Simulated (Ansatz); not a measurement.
SnO2:

```
CELL_PARAMETERS angstrom
-5.37331 5.37331 1.61623
5.37331 -5.37331 1.61623
5.37331 5.37331 -1.61623
ATOMIC_POSITIONS crystal
Sn 0.35108 0.83107 0.18214
Sn 0.83107 0.64892 0.47999
Sn 0.16893 0.35108 0.52001
Sn 0.64892 0.16893 0.81786
O 0.20560 0.15493 0.36053
O 0.84507 0.20560 0.05067
O 0.79440 0.84507 0.63947
O 0.15493 0.79440 0.94933
O 0.16104 0.54296 0.70400
O 0.54296 0.83896 0.38192
O 0.45704 0.16104 0.61808
O 0.83896 0.45704 0.29600
```

Measurements of this composition are mostly on another form, of space group No. 136.

Base run:

- Program: Ansatz 0.2.0
- Functional: r2SCAN
- Potentials or basis: Ansatz PAW
- Cutoff: 500 eV (not typed: the program's choice for these potentials)
- k mesh: 9 × 9 × 9
- Occupations: fermi-dirac, width 0.05 eV
- Spin: no spin polarisation

Its results: band gap on the k mesh 2.33 eV, indirect (least direct gap 2.44 eV); pressure -6.3 GPa; largest force 0.792 eV/Å.

Question: The run is repeated on the same cell with these changes: functional from r2SCAN to PBEsol; cutoff from 500 eV (not typed: the program's choice for these potentials) to 420 eV (not typed: the program's choice for these potentials). What comes out?

Answer: Band gap on the k mesh 1.71 eV, indirect (least direct gap 1.81 eV); pressure -4.6 GPa; largest force 0.539 eV/Å.

r2SCAN gives the wider gap, since meta-GGAs in the generalised Kohn-Sham scheme recover part of the derivative discontinuity.

Caveats: spin-orbit coupling is left out, which moves the levels of the heavy elements; the PAW data sets come from PBE, with cores solved anew for the run's functional, which leaves a small shift of forces and pressure.
